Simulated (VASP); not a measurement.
Crystal: Ag.

```
Ag
1.0
     2.93000    0.00000    0.00000
    -1.46500    2.53745    0.00000
     0.00000    0.00000    4.79000
Ag
2
Direct
  0.66667 0.33333 0.75000
  0.33333 0.66667 0.25000
```

This isn't the form of Ag at room conditions, which is fcc.

- Program: VASP 6.6.1
- Task: single point
- Functional: PBEsol
- Potentials or basis: VASP PAW PBE potentials, release 64 (Ag)
- Cutoff: 520 eV
- k mesh: 10 × 10 × 6
- Occupations: fermi-dirac, width 0.05 eV
- Spin: no spin polarisation

On this cell: pressure -6.3 GPa; largest force under 0.003 eV/Å; band gap on the k mesh none (metal or under the smearing width).

The same run follows on a disturbed copy (atoms moved at random, drawn with an rms of 0.05 Å):

```
Ag
1.0
     2.93000    0.00000    0.00000
    -1.46500    2.53745    0.00000
     0.00000    0.00000    4.79000
Ag
2
Direct
  0.68483 0.35008 0.74689
  0.33791 0.67266 0.25057
```

Problem. What changes?

Solution. The energy (extrapolated to zero smearing) moves by +0.6 meV/atom; pressure -6.2 GPa; largest force 0.082 eV/Å; band gap on the k mesh none (metal or under the smearing width).

Forces in eV/Å, atoms in the order of the input:
```
Ag  -0.020 -0.021  0.077
Ag   0.020  0.021 -0.077
```

Stress tensor (GPa, compression positive):
```
-5.91  0.13 -0.02
 0.13 -6.19 -0.02
-0.02 -0.02 -6.63
```

Caveats: the PAW data sets were made with another functional, which shifts forces and pressure a little.
